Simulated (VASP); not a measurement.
## CdF2: X-ray absorption with a core hole

Aim: an X-ray absorption edge of CdF2 by the supercell core-hole method. The cell has space group Fm-3m. The start is a cell from a database of measured crystal structures.

Calculated with VASP 6.6.1; PBE; plane waves and PAW (F, Cd, F), in the first sound run; inputs show where later runs differ.

Most raw output is cut from this account.

### Step 1. The starting structure

It takes space group Fm-3m (No. 225, cubic). The conventional cell has a = 5.388 Å, b = 5.388 Å, c = 5.388 Å, α = 90.00°, β = 90.00°, γ = 90.00°. Nearest to F lie 4 Cd at 2.33 Å. Nearest to Cd lie 8 F at 2.33 Å. Farther neighbours and most contacts between anions are not listed.

### Step 2. Supercell without a hole

The cell without a hole gives, with ICORELEVEL = 1, the Kohn-Sham core levels of the initial state. It is a supercell, which puts a hole 6.6 Å from its nearest image.

Input file INCAR:

```
SYSTEM = CdF2
PREC = Accurate
ENCUT = 400
EDIFF = 1E-05
NELM = 100
ISMEAR = 0
SIGMA = 0.05
LREAL = .FALSE.
ALGO = Normal
GGA = PE
NBANDS = 96
LWAVE = .FALSE.
LCHARG = .FALSE.
KPAR = 2
NCORE = 4
ICORELEVEL = 1
```

Input file POSCAR:

```
CdF2
1.0
   -2.6940000000     -2.6940000000     -5.3880000000
   -2.6940000000     -2.6940000000      5.3880000000
   -2.6940000000      5.3880000000      2.6940000000
F Cd F
1 6 11
Direct
    0.5416666667      0.6250000000      0.3333333333
    0.6666666667      0.0000000000      0.3333333333
    0.5000000000      0.5000000000      0.0000000000
    0.0000000000      0.0000000000      0.0000000000
    0.8333333333      0.5000000000      0.6666666667
    0.3333333333      0.0000000000      0.6666666667
    0.1666666667      0.5000000000      0.3333333333
    0.3750000000      0.1250000000      0.0000000000
    0.8750000000      0.6250000000      0.0000000000
    0.7083333333      0.1250000000      0.6666666667
    0.2083333333      0.6250000000      0.6666666667
    0.0416666667      0.1250000000      0.3333333333
    0.2916666667      0.8750000000      0.3333333333
    0.1250000000      0.3750000000      0.0000000000
    0.6250000000      0.8750000000      0.0000000000
    0.4583333333      0.3750000000      0.6666666667
    0.9583333333      0.8750000000      0.6666666667
    0.7916666667      0.3750000000      0.3333333333
```

Input file KPOINTS:

```
Automatic mesh
0
Gamma
3 3 3
0 0 0
```

PAW data sets: F, Cd and F (PBE family, release 64).

Started as:

```console
mpirun -np 8 vasp_std
```

The job ended after 13 s (8 MPI ranks of Intel Xeon 6975P-C (Granite Rapids), shared host; peak memory 1.6 GiB).

These are scalar-relativistic Kohn-Sham levels of the ground state, with no core hole, so they are not binding energies.

Numbers from this step:

```
free energy (TOTEN) : -65.3330 eV
Fermi energy        : -1.121 eV
pressure            : -3.562 GPa
```

The two shallowest core shells; atoms whose shallowest level rounds to another's at 0.01 eV are left out. Core levels, by row:

```tsv
atom	shell	level below the valence-band top (eV)
F1	1s	652
Cd2	4s	98.34
Cd2	4p	59.45
```

### Step 3. K edge, Wyckoff site F c, full hole

This step: supercell core-hole method, PBE, full hole; plane waves and PAW (F, Cd, F) (VASP 6.6.1).

One core electron is taken from the first atom, which POSCAR lists as a species of its own, and NELECT stays that of the neutral valence shell, so the cell is charged against a background. NBANDS covers the range above the edge. The first density still holds the charge taken from the core, which is what the BRMIX lines of the log report.

Input file INCAR:

```
SYSTEM = CdF2
PREC = Accurate
ENCUT = 400
EDIFF = 1E-06
NELM = 100
ISMEAR = 0
SIGMA = 0.05
LREAL = .FALSE.
ALGO = Normal
GGA = PE
NBANDS = 216
LWAVE = .FALSE.
LCHARG = .FALSE.
KPAR = 2
ICORELEVEL = 2
CLNT = 1
CLN = 1
CLL = 0
CLZ = 1
CH_LSPEC = .TRUE.
CH_NEDOS = 1500
CH_SIGMA = 0.5
NELECT = 156
```

POSCAR is that of step 2.

KPOINTS is that of step 2.

Started as:

```console
mpirun -np 8 vasp_std
```

It took 38 s on 8 MPI ranks; peak memory 1.9 GiB; 4.3 min of CPU time.

Numbers from this step:

```
free energy (TOTEN) : -254.2608 eV
Fermi energy        : -0.8593 eV
```

The imaginary dielectric function times 10^5 has structure finer than the step of the table below, so its rows give means over 1 eV, whole bins alone (the curve runs from 659 to 704 eV). Peaks (eV: height): xx 669.0: 7.42, 672.2: 6.08, 675.0: 8.09, 683.8: 9.39, 694.6: 3.87, 698.6: 8.89; zz 669.1: 7.67, 672.2: 5.91, 675.1: 8.03, 680.9: 4.01, 683.8: 9.99, 693.3: 3.92, 698.6: 9.19.

Smoothed further by a Gaussian, to a width of roughly 1 to 1.2 eV in all; heights scale with one over the cell volume; the energy axis is the program's own, and the fall at its high end is where NBANDS ends. The imaginary dielectric function times 10^5 by photon energy; means over each step:

```tsv
photon energy (eV)	xx	zz
660	2.0e-5	1.5e-5
661	0.00275	0.00182
662	0.0188	0.0113
663	0.00716	0.00400
664	3.6e-4	2.4e-4
665	0.0302	0.0277
666	0.269	0.299
667	0.988	0.951
668	4.27	4.23
669	6.94	7.13
670	3.16	3.18
671	1.97	1.93
672	5.44	5.28
673	3.58	3.66
674	4.98	5.09
675	7.73	7.73
676	5.40	5.38
677	1.99	2.05
678	1.22	1.16
679	0.975	0.929
680	2.41	2.37
681	3.73	3.83
682	3.04	2.86
683	5.99	5.97
684	8.56	9.04
685	5.30	5.12
686	3.91	3.64
687	2.08	2.09
688	1.94	2.06
689	1.28	1.23
690	1.12	1.00
691	1.43	1.59
692	2.52	2.43
693	3.56	3.62
694	3.52	3.82
695	3.52	3.30
696	2.77	2.69
697	4.03	3.99
698	7.31	7.29
699	8.08	8.17
700	5.71	5.35
701	4.78	5.32
702	4.23	4.30
703	3.55	3.14
```

The smoothed xx curve reaches a tenth of its top at about 667 eV.

### Step 4. K edge, Wyckoff site F c, no hole

This step: supercell core-hole method, PBE, no hole; plane waves and PAW (F, Cd, F) (VASP 6.6.1).

With CLZ = 0 the final states feel no hole, which shows what the hole does. NBANDS covers the range above the edge.

Changes to INCAR since step 3:

```diff
@@ -18,3 +18,3 @@
 CLL = 0
-CLZ = 1
+CLZ = 0
 CH_LSPEC = .TRUE.
@@ -22,2 +22 @@
 CH_SIGMA = 0.5
-NELECT = 156
```

POSCAR is that of step 3.

KPOINTS is that of step 3.

Started as:

```console
mpirun -np 8 vasp_std
```

Elapsed: 38 s, on 8 MPI ranks; peak memory 1.9 GiB; 4.2 min of CPU time.

Numbers from this step:

```yaml
free_energy_toten: -65.3330 eV
fermi_energy: -0.9465 eV
```

The imaginary dielectric function times 10^5 has structure finer than the step of the table below, so its rows give means over 1 eV, whole bins alone (the curve runs from 662 to 707 eV). Peaks (eV: height): xx 669.5: 10.8, 672.4: 7.99, 675.9: 13.7, 684.3: 10.7, 694.8: 3.88, 699.3: 9.31; zz 669.5: 10.8, 672.4: 7.91, 675.9: 14.0, 684.5: 10.7, 693.4: 3.88, 699.2: 9.43.

Smoothed further by a Gaussian, to a width of roughly 1 to 1.2 eV in all; heights scale with one over the cell volume; the energy axis is the program's own, and the fall at its high end is where NBANDS ends. The imaginary dielectric function times 10^5 by photon energy; means over each step:

```tsv
photon energy (eV)	xx	zz
664	3.0e-4	2.2e-4
665	0.0582	0.0498
666	0.635	0.677
667	1.59	1.48
668	4.20	4.34
669	8.51	8.39
670	8.13	8.19
671	2.76	2.76
672	6.89	6.85
673	5.35	5.41
674	4.68	4.67
675	9.56	9.47
676	13.1	13.2
677	6.75	6.72
678	2.56	2.53
679	1.49	1.53
680	2.29	2.25
681	3.88	3.89
682	2.88	2.94
683	3.79	3.75
684	9.26	9.20
685	10.2	10.4
686	9.10	9.05
687	4.41	4.28
688	3.28	3.47
689	2.03	1.97
690	1.46	1.40
691	1.50	1.56
692	2.47	2.32
693	3.40	3.51
694	3.41	3.64
695	3.54	3.32
696	2.18	2.05
697	2.82	2.87
698	4.79	4.86
699	8.35	8.59
700	7.92	7.52
701	6.57	6.67
702	5.13	5.31
703	3.49	3.34
704	0.874	0.878
705	0.0334	0.0369
706	8.8e-5	9.6e-5
```

The smoothed xx curve reaches a tenth of its top at about 667 eV.

### Step 5. Summary

This step: supercell core-hole method, PBE; plane waves and PAW (VASP 6.6.1).

This step runs nothing: it gathers the runs above.

Core-hole runs:

```tsv
site	hole	cost (core minutes)
F c	full hole	5.07
F c	no hole	5.07
```

### Step 6. Summary of results

| Property | Result |
| --- | --- |
| K edge of F c, full hole | xx reaches a tenth of its top at 667.06 eV on the program's axis; share within the next 5 eV of the next 20 eV: 24 % |
| K edge of F c, no hole | xx reaches a tenth of its top at 666.91 eV on the program's axis; share within the next 5 eV of the next 20 eV: 23 % |

**Reading.** The F K edge, for light polarised along x, reaches a tenth of its top at 667.06 eV on the program's axis. That mark passes over any weaker pre-edge, and only dipole transitions enter. In the charged run (full hole) weight just under or at the onset may be a state bound to the hole or the highest filled band counted as a final state; this wasn't checked, so onset and share of that run are in doubt. Share of the first 20 eV of absorption, for light polarised along x, that lies within 5 eV of each run's own onset: 23 % with no hole and 24 % with full hole. One site of the element was run (Wyckoff letter c). With 18 atoms and a 3×3×3 mesh the peak shapes still carry the imprint of the mesh, and the holes are close enough to feel one another. The fall at the high end is where NBANDS ends. The other core electrons stay frozen, so neither the program's energy axis nor the change of TOTEN is an excitation energy; spectra are aligned at the onset when set beside measurement. The given cell is kept, although it stands at -3.6 GPa at PBE and ENCUT = 400 eV, which holds the mismatch of the given cell with this functional, any error of the entry itself and any basis-set error. Not tabulated here, as repeats of values shown or as unfit to read for their mesh, reference level or band range: gaps (K edge, supercell without a hole); pressures of a box with vacuum or a charge (K edge); core levels (K edge).

[Lines on the potential files, build, host, timing and source positions are cut from VASP's logs without a mark.]

[Logs are printed without paths, hosts, clocks, repeated set-up lines and the standing remarks that a program may print on its own settings, such as how far it seeks lower states.]

[Hosts, paths, dates, database ids (printed as entryN), source tags and the programs' standing remarks are cut or masked in the printed files.]
